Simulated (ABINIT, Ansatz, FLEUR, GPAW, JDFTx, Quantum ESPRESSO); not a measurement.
## One calculation of WC, 6 ways

```
W C
1.0
     2.90650    0.00000    0.00000
    -1.45325    2.51710    0.00000
     0.00000    0.00000    2.83660
W C
1 1
Direct
  0.00594 0.00668 0.01947
  0.68209 0.32485 0.51994
```

Atoms were shifted at random by some hundredths of an Å from the given cell, which wasn't relaxed again for these runs.

Alike in all runs: task single point; functional PBEsol; k mesh 10 × 10 × 9; occupations fermi-dirac, width 0.05 eV; no spin polarisation; no spin-orbit coupling. Pressure is positive in compression and, in plane waves, holds the error of the finite cutoff.

```tsv
program and potentials	plane-wave cutoff (eV)	notes	pressure (GPa)	largest force (eV/Å)	energy over the undisturbed cell (meV/atom)
Ansatz, all-electron LAPW, scalar-relativistic	-	-	-2.78	1.024	-
FLEUR, all-electron, FLAPW	-	-	-	1.025	-
GPAW, PAW data sets generated for this functional	800	-	-3.33	1.028	15.99
Quantum ESPRESSO, GBRV 1.5 PBEsol	762	-	-1.93	1.036	16.10
JDFTx, PseudoDojo-SR-PBEsol-0.4.1-standard with smoothed tails	1116	-	-2.47	1.028	15.98
ABINIT, PseudoDojo NC SR PBEsol v0.4.1 standard	1116	-	-2.47	1.028	15.98
```

Force on atom 2 (C), eV/Å:

| program and potentials | x | y | z |
| --- | --- | --- | --- |
| Ansatz, all-electron LAPW, scalar-relativistic | -0.820 | 0.613 | -0.019 |
| FLEUR, all-electron, FLAPW | -0.821 | 0.614 | -0.019 |
| GPAW, PAW data sets generated for this functional | -0.824 | 0.615 | -0.019 |
| Quantum ESPRESSO, GBRV 1.5 PBEsol | -0.830 | 0.620 | -0.019 |
| JDFTx, PseudoDojo-SR-PBEsol-0.4.1-standard with smoothed tails | -0.823 | 0.615 | -0.019 |
| ABINIT, PseudoDojo NC SR PBEsol v0.4.1 standard | -0.823 | 0.615 | -0.019 |

The pressure spans -3.33 (GPAW, PAW data sets generated for this functional) to -1.93 GPa (Quantum ESPRESSO, GBRV 1.5 PBEsol), with all-electron results at -2.78.

Differences between rows come from potentials, basis sets and numerical settings, since the functional is the same but for its coding. Runs on potential files found faulty are left out.

The force on carbon points almost exactly against its displacement relative to tungsten, so all six runs describe a restoring force towards the ideal site. Its strength reflects the stiff, largely covalent W 5d–C 2p bonding that also makes WC hard and nearly incompressible. The small z component, -0.019 eV/Å, is no sign of softness along c: both atoms were shifted by nearly the same amount in that direction, which leaves the W–C separation along c almost unchanged.

The negative pressures mean that the cell is slightly larger than each run would prefer. In so stiff a solid, even the spread from -3.33 to -1.93 GPa corresponds to only a small difference in equilibrium volume. JDFTx and ABINIT, with closely related potentials, agree in every printed value, which suggests that the potentials matter more here than the codes. GBRV gives the largest force and the least negative pressure, yet remains close to the all-electron forces. A single displacement pattern doesn't establish dynamical stability across the Brillouin zone.
